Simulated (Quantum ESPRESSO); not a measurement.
As under changes of volume

One of the cells (19.764 Å³/atom); the others are scaled copies at fixed shape and fractional positions:

```
As
1.0
     2.70368    0.00000    0.00000
     0.00000    2.70368    0.00000
     0.00000    0.00000    2.70368
As
1
Direct
  0.50000 0.50000 0.50000
```

This isn't the form of As at room conditions, which is rhombohedral.

```yaml
Program: Quantum ESPRESSO 7.5
Functional: LDA
Potentials_or_basis: GBRV 1.5 LDA
Cutoff: 612 eV
Density_cutoff: 4898 eV
k_mesh: 10 × 10 × 10
Occupations: fermi-dirac, width 0.05 eV
Spin: no spin polarisation
```

| volume (Å³/atom) | energy over the lowest point (meV/atom) | pressure (GPa) |
| --- | --- | --- |
| 18.578 | ? | ? |
| 18.973 | 0.15 | 1.0 |
| 19.368 | 0.00 | -0.9 |
| 19.764 | 4.36 | -2.7 |
| 20.159 | 12.88 | -4.3 |
| 20.554 | 25.21 | -5.7 |
| 20.949 | 40.93 | -7.0 |

What does the run at 18.578 Å³/atom give?

Energy over the lowest point 5.39 meV/atom; pressure 3.2 GPa.

Worked out: A Birch-Murnaghan fit of order 3 (a polynomial in V^(-2/3)) to the other rows has its minimum at 19.18 Å³/atom with B0 = V·E''(V) = 93 GPa and B' = 3.5. It gives 5.31 meV/atom at 18.578 Å³/atom, against the run's 5.39, and -dE/dV = 3.2 GPa, against 3.2.

Energies are extrapolated to zero smearing.
